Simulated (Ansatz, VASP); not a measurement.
One calculation of Ti, two programs

The input INCAR:

```
SYSTEM = Ti
  PREC = Accurate
  ENCUT = 520
  EDIFF = 1E-6
  ISMEAR = -1
  SIGMA = 0.05
  LREAL = .FALSE.
  LASPH = .TRUE.
  NELM = 100
  ALGO = Normal
  ISIF = 2
  LWAVE = .FALSE.
  LCHARG = .TRUE.
  GGA = CA
  LELF = .TRUE.
  LVHAR = .TRUE.
  NBANDS = 25
```

Contents of KPOINTS:

```
Automatic mesh
0
G
  7 7 10
  0 0 0
```

Contents of POSCAR:

```
Ti
1.0
    4.6000000000      0.0000000000      0.0000000000
   -2.3000000000      3.9837200000      0.0000000000
    0.0000000000      0.0000000000      2.8200000000
Ti
3
Direct
    0.0000000000      0.0000000000      0.0000000000
    0.3333333333      0.6666666667      0.5000000000
    0.6666666667      0.3333333333      0.5000000000
```

Input for Ansatz:

```yaml
crystal:
  lattice:
    - [4.6, 0.0, 0.0]
    - [-2.3, 3.98372, 0.0]
    - [0.0, 0.0, 2.82]
  atoms:
    - { symbol: Ti, position: [0.0, 0.0, 0.0] }
    - { symbol: Ti, position: [0.3333333333333333, 0.6666666666666666, 0.5] }
    - { symbol: Ti, position: [0.6666666666666666, 0.3333333333333333, 0.5] }
basis:
  ecutwfc: 550.0
kpoints:
  mp_grid:
    grid: [7, 7, 10]
hamiltonian:
  xc: lda
scf:
  convergence:
    dr2_threshold: 1.0e-06
  occupations:
    method: fermi_dirac
    width: 0.05
  eigensolver:
    kind: davidson
    full_accuracy: true
output:
  forces: true
  stress: true
```

This isn't the form of Ti at room conditions, which is hcp.

Alike in both runs: task single point; functional LDA; k mesh 7 × 7 × 10; occupations fermi-dirac, width 0.05 eV; no spin polarisation.

|  | VASP | Ansatz |
| --- | --- | --- |
| version | VASP 6.6.1 | Ansatz 0.2.0 |
| potentials or method | VASP PAW LDA potentials, release 64 (Ti_sv) | plane waves, PAW |
| plane-wave cutoff (eV) | 520 | 550 |
| valence electrons in the cell | 36 | 36 |

```csv
,VASP,Ansatz,Ansatz less VASP
pressure (GPa),-9.2,-9.2,+0.04
largest component of the traceless stress (GPa),1.40,1.40,+0.001
```

Ansatz warned: «force_scf_threshold_loose».
